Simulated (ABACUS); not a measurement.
# Bi: single point with PBE

Bi:

```
Bi
1.0
     2.26750    1.30914    3.93800
    -2.26750    1.30914    3.93800
     0.00000   -2.61828    3.93800
Bi
2
Direct
  0.76600 0.76600 0.76600
  0.23400 0.23400 0.23400
```

| Property | Result |
| --- | --- |
| Program | ABACUS 3.10.1 |
| Task | single point |
| Functional | PBE |
| Potentials or basis | SG15 ONCV 1.2 PBE |
| Cutoff | 1361 eV |
| Density cutoff | 5442 eV |
| Basis | DZP LCAO (the cutoffs set its grid) |
| k mesh | 6 × 6 × 6 |
| Occupations | fermi-dirac, width 0.05 eV |
| Spin | no spin polarisation |

```yaml
Pressure: 3.1 GPa
Largest_force: 0.249 eV/Å
Band_gap_on_the_k_mesh: none (metal or under the smearing width)
```

Forces on the atoms (eV/Å):
```
Bi   0.000  0.000 -0.249
Bi   0.000  0.000  0.249
```

Levels at points of the mesh, in eV from the Fermi level:
```tsv
k point	band 13	band 14	band 15	band 16	band 17	band 18
(0.00, 0.00, 0.00)	-1.37	-1.12	-1.12	2.66	3.19	3.19
(0.50, 0.00, 0.00)	-1.25	-1.14	-0.20	-0.16	0.58	1.08
(0.50, 0.50, 0.00)	-4.67	-2.96	-2.85	2.59	5.22	6.04
(0.50, 0.50, 0.50)	-0.87	-0.56	-0.56	0.75	0.75	0.86
```

It took 4.4 s on 4 MPI ranks on Intel(R) Xeon(R) Platinum 8488C (Sapphire Rapids), on a shared host, peak memory 0.4 GiB a rank.

Caveat: the atomic orbitals were generated for these runs and aren't a published set; spin-orbit coupling is left out, which moves the levels of the heavy elements; the basis of atomic orbitals isn't converged, which shifts pressures, moduli and gaps.
